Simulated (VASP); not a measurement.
# BAs (F-43m) in VASP: further runs

The runs below take BAs through dielectric tensor, band structure, with PBE, LDA, r2SCAN.

Everything below comes from runs of VASP 6.6.1. Logs are shortened: lines on timing, memory, paths and dates and some standing lists are left out, and cuts for length are marked.

**1. Starting point**

Symmetry: F-43m, No. 216, cubic system. Conventional cell: a = 4.816 Å, b = 4.816 Å, c = 4.816 Å, α = 90.00°, β = 90.00°, γ = 90.00°. Around B (site symmetry -43m) lie 4 As at 2.09 Å. Around As (site symmetry -43m) lie 4 B at 2.09 Å.

**2. Dielectric tensor, PBE**

INCAR

```
SYSTEM = BAs
ALGO = Normal ; EDIFF = 1E-8
ENCUT = 600 ; GGA = PE
ISIF = 2 ; ISMEAR = 0
LASPH = .True. ; LCHARG = .False.
LEPSILON = .True. ; LREAL = .False.
LWAVE = .False. ; NELM = 80
PREC = Accurate ; SIGMA = 0.03
```

KPOINTS

```
k-points
0
Monkhorst
  16 16 16
  0 0 0
```

POSCAR

```
BAs                                     
1.0
    0.0000000000      2.4081703798      2.4081703798
    2.4081703798      0.0000000000      2.4081703798
    2.4081703798      2.4081703798      0.0000000000
  B               As            
     1     1
Direct
     0.0000000000000000    0.0000000000000000    0.0000000000000000
     0.2500000000000000    0.2500000000000000    0.2500000000000000
```

Potentials or basis: VASP PAW PBE potentials, release 64 (B, As).

Launch:

```
$ cat potpaw_PBE.64/B/POTCAR potpaw_PBE.64/As/POTCAR > POTCAR
$ mpirun -np 1 vasp_std > vasp.out
```

OUTCAR:

```text
SYSTEM = BAs
   EDIFF = 1E-8
   ENCUT = 600
   GGA = PE
   ISIF = 2
   ISMEAR = 0
   LASPH = .True.
   LEPSILON = .True.
   LREAL = .False.
   NELM = 80
   PREC = Accurate

 ion  position               nearest neighbor table
   1  0.000  0.000  0.000-   2 2.09   2 2.09   2 2.09   2 2.09
   2  0.250  0.250  0.250-   1 2.09   1 2.09   1 2.09   1 2.09

  LATTYP: Found a face centered cubic cell.
 ALAT       =     4.8163407596

  Lattice vectors:

 A1 = (   0.0000000000,   2.4081703798,   2.4081703798)
 A2 = (   2.4081703798,   0.0000000000,   2.4081703798)
 A3 = (   2.4081703798,   2.4081703798,   0.0000000000)

Analysis of symmetry for initial positions (statically):
=====================================================================
 Subroutine PRICEL returns:
 Original cell was already a primitive cell.

 Routine SETGRP: Setting up the symmetry group for a
 face centered cubic supercell.

 Subroutine GETGRP returns: Found 24 space group operations
 (whereof 24 operations were pure point group operations)
 out of a pool of 48 trial point group operations.

The static configuration has the point symmetry T_d .

Analysis of symmetry for dynamics (positions and initial velocities):
=====================================================================
 Subroutine PRICEL returns:
 Original cell was already a primitive cell.

 Routine SETGRP: Setting up the symmetry group for a
 face centered cubic supercell.

 Subroutine GETGRP returns: Found 24 space group operations
 (whereof 24 operations were pure point group operations)
 out of a pool of 48 trial point group operations.

The dynamic configuration has the point symmetry T_d .

 Subroutine INISYM returns: Found 24 space group operations
 (whereof 24 operations are pure point group operations),
 and found     1 'primitive' translations

----------------------------------------------------------------------------------------

                                     Primitive cell

  volume of cell :      27.9313

  direct lattice vectors                    reciprocal lattice vectors
     0.000000000  2.408170380  2.408170380    -0.207626505  0.207626505  0.207626505
     2.408170380  0.000000000  2.408170380     0.207626505 -0.207626505  0.207626505
     2.408170380  2.408170380  0.000000000     0.207626505  0.207626505 -0.207626505

  length of vectors
     3.405667212  3.405667212  3.405667212     0.359619656  0.359619656  0.359619656

  position of ions in fractional coordinates (direct lattice)
     0.000000000  0.000000000  0.000000000
     0.250000000  0.250000000  0.250000000

  ion indices of the primitive-cell ions
   primitive index   ion index
                 1           1
                 2           2

----------------------------------------------------------------------------------------

 KPOINTS: k-points

Automatic generation of k-mesh.
 Grid dimensions read from file:
 generate k-points for:   16   16   16

 Generating k-lattice:

  Cartesian coordinates                     Fractional coordinates (reciprocal lattice)
    -0.012976657  0.012976657  0.012976657     0.062500000  0.000000000  0.000000000
     0.012976657 -0.012976657  0.012976657     0.000000000  0.062500000  0.000000000
     0.012976657  0.012976657 -0.012976657     0.000000000  0.000000000  0.062500000

  Length of vectors
     0.022476229  0.022476229  0.022476229

  Shift w.r.t. Gamma in fractional coordinates (k-lattice)
     0.500000000  0.500000000  0.500000000

 Subroutine IBZKPT returns following result:
 ===========================================

 Found    408 irreducible k-points:

[... 71 lines left out ...]
   LHFCALC =     F    Hartree Fock is set to
   AEXX    =    0.0000 exact exchange contribution
   IVDW    =     0    specifies the selected vdW correction
   LEPSILON=     T    determine dielectric tensor
   LRPA    =     F    only Hartree local field effects (RPA)
 non-spin polarized calculation
 Gauss-broadening in eV      SIGMA  =   0.03
  energy-cutoff  :      600.00
  volume of cell :       27.93
 maximum number of plane-waves:       950
   NGX = 13   NGY = 13   NGZ = 13

--------------------------------------- Ionic step        1  -------------------------------------------

 number of electron       8.0000000 magnetization

 E-fermi :   6.0213     XC(G=0): -10.4780

 val. band max:        5.8239734825   @ k =   0.0313   0.0313   0.0313
 cond. band min:       7.1154584860   @ k =   0.4062   0.4062   0.0313
 fundamental gap:      1.2914850035
 Fermi energy:         6.0212545775

 k-point     1 :       0.0313    0.0313    0.0313
  band No.  band energies     occupation
      1      -9.3061      2.00000
      2       5.6816      2.00000
      3       5.8240      2.00000
      4       5.8240      2.00000
      5       9.1454      0.00000
      6       9.1459      0.00000
      7       9.1459      0.00000
      8      10.3294      0.00000
[... 243 lines left out ...]
 k-point    24 :      -0.4688    0.0938    0.0312
  band No.  band energies     occupation
      1      -6.4602      2.00000
      2      -2.6654      2.00000
      3       3.4271      2.00000
      4       3.8825      2.00000
      5       8.8944      0.00000
      6      10.4756      0.00000
      7      11.0133      0.00000
      8      14.8745      0.00000

 [... further k-points ...]

  FORCE on cell =-STRESS in cart. coord.  units (eV):
  Direction    XX          YY          ZZ          XY          YZ          ZX
  --------------------------------------------------------------------------------------
  -------------------------------------------------------------------------------------
  Total        0.0011180      0.0011180      0.0011180     -0.0000000      0.0000000     -0.0000000
  in kB        0.0641276      0.0641276      0.0641276     -0.0000000      0.0000000     -0.0000000
  external PRESSURE =       0.0641276 kB  Pullay stress =       0.0000000 kB

 VOLUME and BASIS-vectors are now :
 -----------------------------------------------------------------------------
  energy-cutoff  :      600.00
  volume of cell :       27.93
      direct lattice vectors                 reciprocal lattice vectors
     0.000000000  2.408170380  2.408170380    -0.207626505  0.207626505  0.207626505
     2.408170380  0.000000000  2.408170380     0.207626505 -0.207626505  0.207626505
     2.408170380  2.408170380  0.000000000     0.207626505  0.207626505 -0.207626505

 POSITION                                       TOTAL-FORCE (eV/Angst)
 -----------------------------------------------------------------------------------
      0.00000      0.00000      0.00000         0.000000      0.000000      0.000000
      1.20409      1.20409      1.20409        -0.000000     -0.000000     -0.000000
 -----------------------------------------------------------------------------------
    total drift:                               -0.000000     -0.000000     -0.000000

  FREE ENERGIE OF THE ION-ELECTRON SYSTEM (eV)
  ---------------------------------------------------
  free  energy   TOTEN  =       -11.4149312352 eV

  energy  without entropy=      -11.4149312352  energy(sigma->0) =      -11.41493124

 HEAD OF MICROSCOPIC STATIC DIELECTRIC TENSOR (INDEPENDENT PARTICLE, excluding Hartree and local field effects)
 ------------------------------------------------------
          10.162646     0.000000     0.000000
           0.000000    10.162646     0.000000
          -0.000000     0.000000    10.162646
 ------------------------------------------------------

 Free energy of the ion-electron system (eV)
  ---------------------------------------------------
  ---------------------------------------------------
  free energy    TOTEN  =        -0.74128543 eV

  energy without entropy =       -0.74128543

------------------------ aborting loop because EDIFF is reached ----------------------------------------

--------------------------------------- Ionic step        2  -------------------------------------------

------------------------ aborting loop because EDIFF is reached ----------------------------------------

--------------------------------------- Ionic step        3  -------------------------------------------

 Free energy of the ion-electron system (eV)
  ---------------------------------------------------
  ---------------------------------------------------
  free energy    TOTEN  =        -0.74128502 eV

  energy without entropy =       -0.74128502

------------------------ aborting loop because EDIFF is reached ----------------------------------------

 PIEZOELECTRIC TENSOR FIELD DIRECTION 3  (e Angst)
 -----------------------------------------------------------------------------
    -0.00064  0.11073  0.00000           ( -0.00000  0.09497  0.00000)
     0.11073 -0.00064  0.00000           (  0.09497 -0.00000  0.00000)
     0.00000  0.00000  0.00083           (  0.00000  0.00000 -0.00000)

 PIEZOELECTRIC TENSOR FIELD DIRECTION 3  (C/m^2)
 -----------------------------------------------------------------------------
    -0.00037  0.06352  0.00000
     0.06352 -0.00037  0.00000
     0.00000  0.00000  0.00048

 MACROSCOPIC STATIC DIELECTRIC TENSOR (including local field effects in DFT)
 ------------------------------------------------------
           9.860786    -0.000000    -0.000000
           0.000000     9.860786    -0.000000
           0.000000     0.000000     9.860786
 ------------------------------------------------------

 PIEZOELECTRIC TENSOR (including local field effects)  for field in x, y, z        (e  Angst)
          XX          YY          ZZ          XY          YZ          ZX
  --------------------------------------------------------------------------------
  x    -0.00000     0.00000    -0.00000    -0.00000     0.10974    -0.00000
  y     0.00000    -0.00000     0.00000     0.00000    -0.00000     0.10974
  z    -0.00000    -0.00000     0.00000     0.10974     0.00000    -0.00000

 PIEZOELECTRIC TENSOR (including local field effects)  for field in x, y, z        (C/m^2)
          XX          YY          ZZ          XY          YZ          ZX
  --------------------------------------------------------------------------------
  x    -0.00000     0.00000    -0.00000    -0.00000     0.06295    -0.00000
  y     0.00000    -0.00000     0.00000     0.00000    -0.00000     0.06295
  z    -0.00000    -0.00000     0.00000     0.06295     0.00000    -0.00000

 BORN EFFECTIVE CHARGES (including local field effects) (in |e|, cummulative output)
 ---------------------------------------------------------------------------------
 ion    1
    1    -0.45885     0.00000     0.00000
    2     0.00000    -0.45885     0.00000
    3     0.00000     0.00000    -0.45885
 ion    2
    1     0.45885     0.00000     0.00000
    2     0.00000     0.45885     0.00000
    3     0.00000     0.00000     0.45885
```

Run time: 22 min. Hardware: 1 thread of Intel Xeon Platinum 8488C (Sapphire Rapids), shared host; peak memory 1.5 GiB.

Results:

| Property | Result |
| --- | --- |
| Electronic dielectric tensor (diagonal) | 9.86 |
| Born charges (mean of the diagonal) | B -0.46; As +0.46 e |

Electronic dielectric tensor:
```
9.86 0.00 0.00
0.00 9.86 0.00
0.00 0.00 9.86
```

Born effective charge tensors (e):
atom 1, B
```
-0.46  0.00  0.00
 0.00 -0.46  0.00
 0.00  0.00 -0.46
```
atom 2, As
```
0.46 0.00 0.00
0.00 0.46 0.00
0.00 0.00 0.46
```

**3. Band structure, PBE**

This run uses another cell than the first one, of 13.63 Å³/atom, 0.976 times its volume.

INCAR

```
SYSTEM = BAs
ALGO     = Fast           ! electronic algorithm
EDIFF    = 1E-6           ! SCF threshold, eV
ENCUT    = 520            ! plane-wave cutoff, eV
GGA      = PE             ! functional
ISIF     = 2              ! what is computed and relaxed
ISMEAR   = 0              ! smearing method
LASPH    = .True.         ! aspherical terms in the spheres
LCHARG   = .False.        ! write CHGCAR
LREAL    = .False.        ! projectors in reciprocal space
LWAVE    = .False.        ! write WAVECAR
NELM     = 80             ! most SCF steps
PREC     = Accurate       ! precision mode
SIGMA    = 0.03           ! smearing width, eV
```

KPOINTS

```
k-points
0
Gamma
  10 10 10
  0 0 0
```

POSCAR

```
BAs                                     
1.0
    0.0000000000      2.3885000000      2.3885000000
    2.3885000000      0.0000000000      2.3885000000
    2.3885000000      2.3885000000      0.0000000000
  B               As            
     1     1
Direct
     0.0000000000000000    0.0000000000000000    0.0000000000000000
     0.2500000000000000    0.2500000000000000    0.2500000000000000
```

KPOINTS_OPT

```
explicit points
302
Reciprocal
 0.0000000000  0.0000000000  0.0000000000 1
 0.0263157895  0.0000000000  0.0263157895 1
 0.0526315789  0.0000000000  0.0526315789 1
 0.0789473684  0.0000000000  0.0789473684 1
 0.1052631579  0.0000000000  0.1052631579 1
 0.1315789474  0.0000000000  0.1315789474 1
[... 294 lines left out ...]
 0.5094080200  0.0188160500  0.5094080200 1
 0.4905919800 -0.0188160500  0.4905919800 1
```

Potentials or basis: VASP PAW PBE potentials, release 64 (B, As).

Launch:

```
$ cat potpaw_PBE.64/B/POTCAR potpaw_PBE.64/As/POTCAR > POTCAR
$ mpirun -np 1 vasp_std > vasp.out
```

Wall time 38 s (1 thread of Intel Xeon Platinum 8375C at 2.90GHz (Ice Lake), shared host); peak memory 0.17 GiB.

It converged, with:

```
Free energy             : -11.4064 eV
Pressure                : 3.4 GPa
Band gap on the k mesh  : 1.18 eV, indirect (least direct gap 3.28 eV)
Band gap along the path : 1.18 eV, indirect (least direct gap 3.28 eV)
```

Levels at the corners of the path, in eV from the valence-band top:
```tsv
point	band 1	band 2	band 3	band 4	band 5	band 6	band 7	band 8
Γ	-15.40	0.00	0.00	0.00	3.28	3.28	3.28	4.69
X	-11.21	-8.53	-4.08	-4.08	1.43	1.44	11.37	11.37
X	-11.21	-8.53	-4.08	-4.08	1.43	1.44	11.37	11.37
W	-11.05	-8.07	-5.49	-5.20	5.24	5.94	6.80	7.03
W	-11.05	-8.07	-5.49	-5.20	5.24	5.94	6.80	7.03
K	-11.25	-8.15	-5.95	-3.49	2.04	5.54	9.21	9.76
K	-11.25	-8.15	-5.95	-3.49	2.04	5.54	9.21	9.76
Γ	-15.40	0.00	0.00	0.00	3.28	3.28	3.28	4.69
Γ	-15.40	0.00	0.00	0.00	3.28	3.28	3.28	4.69
L	-12.53	-8.79	-1.82	-1.82	2.69	4.78	4.78	8.86
L	-12.53	-8.79	-1.82	-1.82	2.69	4.78	4.78	8.86
U	-11.25	-8.15	-5.95	-3.49	2.04	5.54	9.21	9.76
U	-11.25	-8.15	-5.95	-3.49	2.04	5.54	9.21	9.76
W	-11.05	-8.07	-5.49	-5.20	5.24	5.94	6.80	7.03
W	-11.05	-8.07	-5.49	-5.20	5.24	5.94	6.80	7.03
L	-12.53	-8.79	-1.82	-1.82	2.69	4.78	4.78	8.86
L	-12.53	-8.79	-1.82	-1.82	2.69	4.78	4.78	8.86
K	-11.25	-8.15	-5.95	-3.49	2.04	5.54	9.21	9.76
U	-11.25	-8.15	-5.95	-3.49	2.04	5.54	9.21	9.76
X	-11.21	-8.53	-4.08	-4.08	1.43	1.44	11.37	11.37
```

[end of part 1 of 3]
